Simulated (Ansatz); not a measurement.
# WGe2N4 monolayer in a perpendicular field, part 2 of 2

Wanted: the out-of-plane response of the WGe2N4 monolayer. A positive field points along +c.

Ansatz 0.2.0; plane-wave DFT, PBE-D3(BJ), Ansatz PAW (set soft_1); PAW set soft_1.

So far. Step 2 (Relaxing the slab): The lattice constant a goes from 3.020 to 2.998 Å.

## 3. Atoms held, field 0

A sawtooth potential applies the field, turning back in the middle of the vacuum. With the dipole correction the typed value is the field outside the slab. The induced dipole is small, so the SCF threshold is tight.

The cell differs from the one that the last finished run ended in (c 45.765 → 25.474 Å).

input.yaml reads:

```yaml
crystal:
  lattice:
    - [2.9975382824, 0.0, 0.0]
    - [-1.4987691412, 2.5959443014, 0.0]
    - [0.0, 0.0, 25.4738739319]
  atoms:
    - { symbol: "N", position: [0.0, 0.0, 0.3533031538] }
    - { symbol: Ge, position: [0.3333333333, 0.6666666667, 0.3782968078] }
    - { symbol: "N", position: [0.3333333333, 0.6666666667, 0.4520057685] }
    - { symbol: W, position: [0.0, 0.0, 0.5] }
    - { symbol: "N", position: [0.3333333333, 0.6666666667, 0.5479942315] }
    - { symbol: Ge, position: [0.3333333333, 0.6666666667, 0.6217031922] }
    - { symbol: "N", position: [0.0, 0.0, 0.6466968462] }
kpoints:
  mp_grid: { grid: [18, 18, 1] }
  band_path:
    path: [[0, 0, 0], [0.5, 0, 0], [0.33333333, 0.33333333, 0], [0, 0, 0]]
    npoints: 16
hamiltonian:
  xc: pbe
  dispersion: d3bj
  pseudopotentials: { kind: paw, azcp: { folder: soft_1 } }
scf:
  occupations: { method: fermi_dirac, width: 0.02585 }
  convergence: { dr2_threshold: 1.0e-10 }
efield:
  axis: 3
  dipole_correction: true
  ramp_position: 0.97
  ramp_width: 0.06
  amplitude: 0
output:
  dos: { projected: true, e_range: [-6, 5] }
  write_potential: true
  write_density: true
  volumetric_format: npy
  elf: true
```

Command:

```console
$ ansatz run input.yaml --threads 2 --pin off --max-ram 3072MiB --backend cpu --events-out ev --progress --plain --runs-dir out
```

Numbers of over 12 decimals in the logs are rounded to 6 here.

Log:

```text
[...]
Crystal: 7 atoms, lattice volume = 198.223 Å³
Basis set: ecut = 420 eV, 3745 PW (Γ)
Bands: 38, of which v1, the nominal top of the filled ones, is band 31 counted from 1 (30 counted from 0)
Symmetry: 6 space group operations
k-points: 37 of 324 (time reversal used)
[...]
SCF iter   1: F=—  HF=-20521.943516 eV  |F-HF|=—  |Δ(HF+E_count)|=         —  Δρ=1.08e-1  dr2=2.59e1  ethr=3.10e-3  p=0.000 e·Å  D=1.91e-13 V/Å  ΔV_dip=-0.00 eV  dr2_dipole=4.44e-7  V_vac-E_F(+/−)=6.30/6.30 eV  ⟨swp⟩=9.5  Hψ=7042  notcnv=0
efield: sawtooth ramp at fractional position 0.9700 (set: `efield.ramp_position`, or a place that a band, a saddle search or an elastic batch's reference lends), width 0.0600; the density the first Hamiltonian is built on has a dipole p = 0.000 e·Å; the dipole correction subtracts the counter field D = 1.91e-13 V/Å, which shifts the + side's vacuum level by -0.00 eV against the − side's; the planar-averaged density in the ramp window peaks in size at 8.0e-7 e/Å³
[...]
SCF iter   2: F=—  HF=-20515.864579 eV  |F-HF|=—  |Δ(HF+E_count)|=    6.08e0  Δρ=4.73e-2  dr2=5.10e0  ethr=3.10e-3  p=0.000 e·Å  D=2.15e-4 V/Å  ΔV_dip=-0.01 eV  dr2_dipole=1.97e-6  V_vac-E_F(+/−)=6.86/6.87 eV  ⟨swp⟩=4.0  Hψ=3834  notcnv=0  defer=72
[...]
SCF iter  15: F=-20515.001603 eV  HF=-20515.001603 eV  |F-HF|=1.46e-11  |Δ(HF+E_count)|=  3.64e-11  Δρ=1.00e-7  dr2=1.52e-11  ethr=1.00e-12  p=0.000 e·Å  D=6.46e-8 V/Å  ΔV_dip=-0.00 eV  dr2_dipole=1.26e-13  V_vac-E_F(+/−)=4.65/4.65 eV  ⟨swp⟩=13.3  Hψ=5069  notcnv=0
SCF 1 converged in 15 iterations: F = -20515.001603 eV  dr2 = 1.52e-11
[...]
NSCF: frozen V_eff on 49 k-points
efield: sawtooth ramp at fractional position 0.9700 (kept from the solve that this one continues, or follows in the run), width 0.0600; the density the first Hamiltonian is built on has a dipole p = 0.000 e·Å; the dipole correction subtracts the counter field D = 6.46e-8 V/Å, which shifts the + side's vacuum level by -0.00 eV against the − side's; the planar-averaged density in the ramp window peaks in size at 3.3e-7 e/Å³
[...]
SCF converged after 15 iterations
Free energy (F): -20515.001603 eV
[...]
Internal energy: -20515.001603 eV  (E = F + TS)
E sigma→0 (E₀):  -20515.001603 eV
Fermi energy:    2.739765 eV
Dipole field:    D = -0.000000 V/Å  (p = -0.000000 e·Å, saw-weighted, corrected)
Work function:   Φ+ = 4.6520 eV   Φ− = 4.6520 eV
Levels:          The Fermi level and band energies are counted from a zero that moves with the ramp; work functions are not
[...]
--- Band table (eV; the first three rows and the last of 37) ---
  k-point 0: bands = [... 27 lower, -0.7469, -0.7469, -0.1920, 1.8400, 3.9395, 4.1390, 5.0213, 5.0213, ... 3 higher]
  k-point 1: bands = [... 27 lower, -0.9079, -0.8045, -0.1016, 1.9026, 4.0378, 4.0797, 5.0120, 5.1989, ... 3 higher]
  k-point 2: bands = [... 27 lower, -1.1046, -0.9655, -0.0449, 1.8782, 3.9525, 4.3196, 4.9887, 5.4293, ... 3 higher]
  k-point 36: bands = [... 27 lower, -2.0462, -0.6236, -0.0718, 1.4097, 3.5224, 5.5940, 5.6145, 6.5502, ... 3 higher]
```

Elapsed: 19 s, on 2 threads of Intel Xeon 6975P-C (Granite Rapids), shared host; peak memory 0.67 GiB.

This step gave:

| Item | Value |
| --- | --- |
| gap on the k-mesh | 1.612 eV |
| dipole along the normal | -4.55e-7 e·Å |
| gap along the path | 1.603 eV |
| smallest direct gap along the path | 2.050 eV |
| ionisation energy, upper face | 5.473 eV |
| electron affinity, upper face | 3.869 eV |
| gap, the smaller of path and mesh | 1.603 eV |

Running mean over a fixed 2.7 Å (it still follows the layers) of the planar mean; the ramp of the sawtooth is left out. Table of electron's electrostatic potential energy less the Fermi level by z:

```csv
z (Å),electron's electrostatic potential energy less the Fermi level (eV)
3.0,4.65
3.5,4.65
4.0,4.65
4.5,4.65
5.0,4.65
5.5,4.65
6.0,4.64
6.5,4.57
7.0,4.21
7.5,2.42
8.0,-1.21
8.5,-4.43
9.0,-6.84
9.5,-7.93
10.0,-8.36
10.5,-7.66
11.0,-7.29
11.5,-8.66
12.0,-10.8
12.5,-12.4
13.0,-12.3
13.5,-10.6
14.0,-8.56
14.5,-7.26
15.0,-7.72
15.5,-8.36
16.0,-7.90
16.5,-6.74
17.0,-4.28
17.5,-1.01
18.0,2.56
18.5,4.25
19.0,4.58
19.5,4.64
20.0,4.65
20.5,4.65
21.0,4.65
21.5,4.65
22.0,4.65
22.5,4.65
```

The density of states has structure finer than the step of the table below, so its rows give means over 0.2 eV, whole bins alone (the curve runs from -6 to 2.77 eV). Peaks (eV: height): -4.24: 10.5, -3.88: 7.43, -3.46: 9.95, -3.30: 7.68, -2.03: 12.1, 2.22: 12.3, 2.63: 6.92.

Table of density of states by energy, zero at the Fermi level of the run, which the smearing sets inside the gap; means over each step:

energy (eV), density of states (states/eV a cell) and a bar:
```
     -5.8        4.4 #####################
     -5.6        3.3 ################
     -5.4        2.6 ############
     -5.2        2.8 #############
     -5.0        3.1 ###############
     -4.8        2.3 ###########
     -4.6        4.1 ###################
     -4.4        5.3 #########################
     -4.2        6.0 #############################
     -4.0        5.5 ##########################
     -3.8        4.8 #######################
     -3.6        3.8 ##################
     -3.4        6.3 ##############################
     -3.2        3.5 #################
     -3.0        2.2 ##########
     -2.8        1.6 ########
     -2.6        0.0 
     -2.4        0.0 
     -2.2        0.0 
     -2.0        4.8 #######################
     -1.8        2.1 ##########
     -1.6        1.2 ######
     -1.4        0.8 ####
     -1.2        0.4 ##
     -1.0        0.4 ##
     -0.8        0.6 ###
     -0.6        0.0 
     -0.4        0.0 
     -0.2        0.0 
      0.0        0.0 
      0.2        0.0 
      0.4        0.0 
      0.6        0.0 
      0.8        0.1 
      1.0        0.3 ##
      1.2        1.3 ######
      1.4        2.3 ###########
      1.6        4.6 ######################
      1.8        2.9 ##############
      2.0        2.4 ###########
      2.2        4.3 ####################
      2.4        4.5 #####################
      2.6        5.4 #########################
```

Projected DOS per atom over height of the atomic layer and energy from the Fermi level. Layers: N Ge N W N Ge N from below.

Ten even steps from '_' (0.00 states/eV) to '@' (2.69 states/eV), each cell a mean:
```
......@@......
__....**....__
....__==__....
....__==__....
______..______
______________
______________
______________
______________
______..______
______::______
______##______
______::______
______________
::__..__..__::
++__::..::__++
--__==::==__--
--__==::==__--
::__--..--__::
..__......__..
::__......__::
--..::::::..--
```
Columns: height of the atomic layer (Å) from 9 to 16.5 (not evenly spaced); rows upwards: energy from the Fermi level (eV) from -5.96 to 2.77.

The electronic bands at the labelled points (eV, zero at the Fermi level of the run, which the smearing sets inside the gap):

```csv
point,band 28,band 29,band 30,band 31,band 32,band 33,band 34,band 35
Γ,-3.49,-3.49,-2.93,-0.90,1.20,1.40,2.28,2.28
halfway,-4.15,-4.15,-3.08,-1.71,1.44,1.90,2.24,3.49
M,-3.52,-3.50,-3.25,-2.04,1.65,1.81,2.64,2.70
halfway,-4.17,-3.44,-3.13,-1.77,1.61,2.56,2.89,3.37
K,-4.79,-3.36,-2.81,-1.33,0.78,2.85,2.87,3.81
halfway,-3.83,-3.75,-3.16,-1.90,1.58,2.27,2.42,3.87
Γ,-3.49,-3.49,-2.93,-0.90,1.20,1.40,2.28,2.28
```

ELF in the ca plane at fractional y = 0.667, with atoms of Ge and N within 0.2 Å of it. It is the smooth field of the valence electrons, not physical close to the nuclei.

Values, 5 rows by 16 columns, each cell a mean:
```
0.00 0.00 0.01 0.16 0.58 0.55 0.13 0.14 0.30 0.18 0.11 0.29 0.63 0.42 0.05 0.00
0.00 0.00 0.00 0.09 0.44 0.47 0.25 0.48 0.25 0.35 0.38 0.31 0.53 0.28 0.03 0.00
0.00 0.00 0.00 0.02 0.18 0.22 0.47 0.66 0.40 0.60 0.67 0.26 0.25 0.08 0.00 0.00
0.00 0.00 0.00 0.01 0.16 0.23 0.48 0.51 0.41 0.53 0.62 0.28 0.22 0.07 0.00 0.00
0.00 0.00 0.00 0.05 0.33 0.39 0.34 0.67 0.29 0.50 0.55 0.31 0.43 0.19 0.02 0.00
```
Columns run along c (16.0 Å, from fractional 0.16 to 0.79 of the cell), rows up along a (3.0 Å). Atoms in or near the plane, at fractional coordinates: Ge at (0.38, 0.33), N at (0.45, 0.33), N at (0.55, 0.33), Ge at (0.62, 0.33).

Electrostatic potential energy in the ca plane at fractional y = 0.667, with atoms of Ge and N within 0.2 Å of it. With pseudopotentials it is smooth inside the atoms' cores, unlike the true potential.

Ten even steps from '0' (-36 eV) to '9' (7 eV), each cell a mean:
```
99999999999998888899986335789988888899999999
99999999999998888899986335789988888899999999
99999999999998656788887556788886567899999999
99999999999986333576347777535763335899999999
99999999999984344362004886000543433689999999
99999999999974344361004886000543443689999999
99999999999985333475236777424753334799999999
99999999999997655788887657788876557899999999
```
Columns run along c (16.0 Å, from fractional 0.16 to 0.79 of the cell; values clipped at the 3rd and 97th percentile), rows up along a (3.0 Å). Atoms in or near the plane, at fractional coordinates: Ge at (0.38, 0.33), N at (0.45, 0.33), N at (0.55, 0.33), Ge at (0.62, 0.33).

Valence density in the ca plane at fractional y = 0.667, with atoms of Ge and N within 0.2 Å of it. It is the smooth field of the valence electrons, not physical close to the nuclei.

Ten steps, logarithmic in the rise over the least value, from '0' (0 e/Å³) to '9' (31 e/Å³), each cell a mean:
```
00000000000012211000011232110001122100000000
00000000000012211000011232110001122100000000
00000000000011221111122222221111221100000000
00000000000001354223332112343223542100000000
00000000000002698424553112454326983100000000
00000000000002798434553213454337983100000000
00000000000001355223442112343224642100000000
00000000000011221111222222221111221100000000
```
Columns run along c (16.0 Å, from fractional 0.16 to 0.79 of the cell), rows up along a (3.0 Å). Atoms in or near the plane, at fractional coordinates: Ge at (0.38, 0.33), N at (0.45, 0.33), N at (0.55, 0.33), Ge at (0.62, 0.33).

The gap is 1.60 eV, with the valence edge 5.47 eV and the conduction edge 3.87 eV under the upper vacuum level. Spin-orbit coupling, left out in this run, matters for the bands of elements this heavy.

## 4. Single point, field 0.1 V/Å

input.yaml: that of step 3 with these lines changed.

```diff
@@ -28,7 +28,6 @@
   dipole_correction: true
-  ramp_position: 0.97
-  ramp_width: 0.06
-  amplitude: 0
+  ramp_position: 0.9411
+  ramp_width: 0.1178
+  amplitude: 0.1
 output:
-  dos: { projected: true, e_range: [-6, 5] }
   write_potential: true
@@ -36,2 +35 @@
   volumetric_format: npy
-  elf: true
```

Log:

```text
[...]
Crystal: 7 atoms, lattice volume = 198.223 Å³
Basis set: ecut = 420 eV, 3745 PW (Γ)
Bands: 38, of which v1, the nominal top of the filled ones, is band 31 counted from 1 (30 counted from 0)
Symmetry: 6 space group operations
k-points: 37 of 324 (time reversal used)
[...]
k-point 0: bands = [... 27 lower, -0.7449, -0.7449, -0.1920, 1.8397, 3.9332, 4.1446, 5.0209, 5.0209, ... 3 higher]
  k-point 1: bands = [... 27 lower, -0.9074, -0.8026, -0.1016, 1.9023, 4.0185, 4.0980, 5.0116, 5.1977, ... 3 higher]
  k-point 2: bands = [... 27 lower, -1.1044, -0.9637, -0.0450, 1.8779, 3.9494, 4.3215, 4.9883, 5.4276, ... 3 higher]
  k-point 36: bands = [... 27 lower, -2.0469, -0.6260, -0.0695, 1.4094, 3.5221, 5.5933, 5.6135, 6.5500, ... 3 higher]
[key lines of the parts left out:]
SCF converged after 15 iterations
Free energy (F): -20515.003389 eV
Fermi energy:    2.739459 eV
Dipole field:    D = 0.032625 V/Å  (p = 0.035739 e·Å, saw-weighted, corrected)
```

It took 18 s on 2 threads; peak memory 0.64 GiB.

The dipole is 0.0357 e·Å, and the gap 1.603 eV.

## 5. Single point, field -0.1 V/Å

input.yaml: that of step 4 with these lines changed.

```diff
@@ -30,3 +30,3 @@
   ramp_width: 0.1178
-  amplitude: 0.1
+  amplitude: -0.1
 output:
```

Log:

```text
[...]
Crystal: 7 atoms, lattice volume = 198.223 Å³
Basis set: ecut = 420 eV, 3745 PW (Γ)
Bands: 38, of which v1, the nominal top of the filled ones, is band 31 counted from 1 (30 counted from 0)
Symmetry: 6 space group operations
k-points: 37 of 324 (time reversal used)
[...]
k-point 0: bands = [... 27 lower, -0.7449, -0.7449, -0.1920, 1.8397, 3.9332, 4.1446, 5.0209, 5.0209, ... 3 higher]
  k-point 1: bands = [... 27 lower, -0.9074, -0.8026, -0.1016, 1.9023, 4.0185, 4.0980, 5.0116, 5.1977, ... 3 higher]
  k-point 2: bands = [... 27 lower, -1.1044, -0.9637, -0.0450, 1.8779, 3.9494, 4.3215, 4.9883, 5.4276, ... 3 higher]
  k-point 36: bands = [... 27 lower, -2.0469, -0.6260, -0.0695, 1.4094, 3.5221, 5.5933, 5.6135, 6.5500, ... 3 higher]
[key lines of the parts left out:]
SCF converged after 15 iterations
Free energy (F): -20515.003389 eV
Fermi energy:    2.739459 eV
Dipole field:    D = -0.032626 V/Å  (p = -0.035740 e·Å, saw-weighted, corrected)
```

The job ended after 17 s (2 threads; peak memory 0.63 GiB).

The dipole is -0.0357 e·Å, and the gap 1.603 eV.

## 6. Response, atoms held

This step: plane-wave DFT, PBE-D3(BJ), Ansatz PAW (set soft_1); response to a field along the normal, atoms held; PAW set soft_1 (Ansatz 0.2.0).

The dipoles give the slope, and the difference of two potentials shows where the field is screened.

Numbers from this step:

| Quantity | Value |
| --- | --- |
| equivalent conductor thickness p/(ε₀AE) | 8.311 Å |
| distance between the outer atoms | 7.474 Å |

The dipole of the cell by applied field:

```csv
applied field (V/Å),dipole of the cell (e·Å)
-0.1000,-0.0357
0.0000,-4.6e-7
0.1000,0.0357
```

Local field over the applied field, running mean. From the potentials at -0.1 and 0.1 V/Å; running mean over 2.5 Å. The local field over applied field by z:

```csv
z (Å),local field over applied field
4.5,1.000
5.0,0.998
5.5,0.995
6.0,0.984
6.5,0.953
7.0,0.876
7.5,0.741
8.0,0.577
8.5,0.402
9.0,0.267
9.5,0.184
10.0,0.149
10.5,0.137
11.0,0.133
11.5,0.114
12.0,0.0876
12.5,0.0693
13.0,0.0701
13.5,0.0887
14.0,0.115
14.5,0.133
15.0,0.137
15.5,0.149
16.0,0.187
16.5,0.272
17.0,0.410
17.5,0.586
18.0,0.749
18.5,0.882
19.0,0.955
19.5,0.985
20.0,0.995
20.5,0.999
21.0,1.000
```

The induced electron density oscillates, so the rows of the table below give means over windows of 1 Å about each position, cut where the curve ends. Its maxima inside the range that stand out by 2 % of the span (Å: e/Å³ per V/Å): 8.2: 0.00380, 9.2: 0.00191, 10.6: 0.00111, 11.6: 0.00173, 13.3: 4.8e-4, 14.3: 4.2e-4, 15.6: 0.00212, 16.6: -6.2e-4. Its minima: 8.9: 6.2e-4, 9.9: -0.00212, 11.2: -4.2e-4, 12.2: -4.8e-4, 13.9: -0.00173, 14.9: -0.00111, 16.3: -0.00191, 17.3: -0.00380.

Electrons, planar mean, per unit field. The induced electron density by z; means over each step:

```csv
z (Å),induced electron density (e/Å³ per V/Å)
5,7.4e-6
6,8.3e-5
7,7.3e-4
8,0.00303
9,0.00139
10,-8.7e-4
11,5.3e-4
12,2.2e-4
13,1.7e-4
14,-5.1e-4
15,-1.7e-4
16,-4.4e-5
17,-0.00257
18,-0.00173
19,-2.5e-4
20,-2.4e-5
21,-2.2e-6
```

The smaller of the gaps on the path and on the k-mesh, counted as 0 under 0.03 eV. The gap stays at 1.60 eV for applied field from -0.1 to 0.1 V/Å.

By hand: between -0.1 and 0.1 V/Å the dipole changes by 0.07148 e·Å, a slope of 0.3574 e·Å²/V. A perfect conductor of thickness t has p = ε₀AEt, so t = 180.95 × 0.3574 / 7.781 = 8.31 Å (e/ε₀ = 180.95 V·Å, A in Å²).

The induced dipole is that of a conductor 8.31 Å thick.

## 7. Summary of results

| Property | Result |
| --- | --- |
| gap without field | 1.60 eV |
| ionisation energy, upper face | 5.47 eV |
| electron affinity, upper face | 3.87 eV |
| equivalent conductor thickness, atoms held | 8.31 Å |

The induced dipole equals that of a perfect conductor 8.31 Å thick, while the outer atoms lie 7.47 Å apart; an out-of-plane ε follows only once a thickness t is chosen, by 1 − 1/ε = 8.31 Å / t. The gap stays within 0.01 eV of 1.60 eV over the fields run, up to 0.1 V/Å in size. Semilocal functionals give gaps that are too small, and excitons are not included. Spin-orbit coupling is left out, which matters for the bands of elements this heavy. The outer anions sit over the metal atoms, one of several polytypes of such layers and not the lowest for every compound.

[Logs are printed without paths, hosts, clocks, repeated set-up lines and the standing remarks that a program may print on its own settings, such as how far it seeks lower states.]

[Hosts, paths, dates, database ids (printed as entryN), source tags and the programs' standing remarks are cut or masked in the printed files.]

[Maps of the electrostatic potential energy from Ansatz leave out the sawtooth potential of an applied field or a dipole correction, so their vacuum need not be flat; planar profiles and work functions include it.]

[The density of states shown here was stored with 400 of the rows of the run's finer table, so its peaks can read low, often by over a quarter, or be missed, and its means over a window can be off by a tenth or more.]
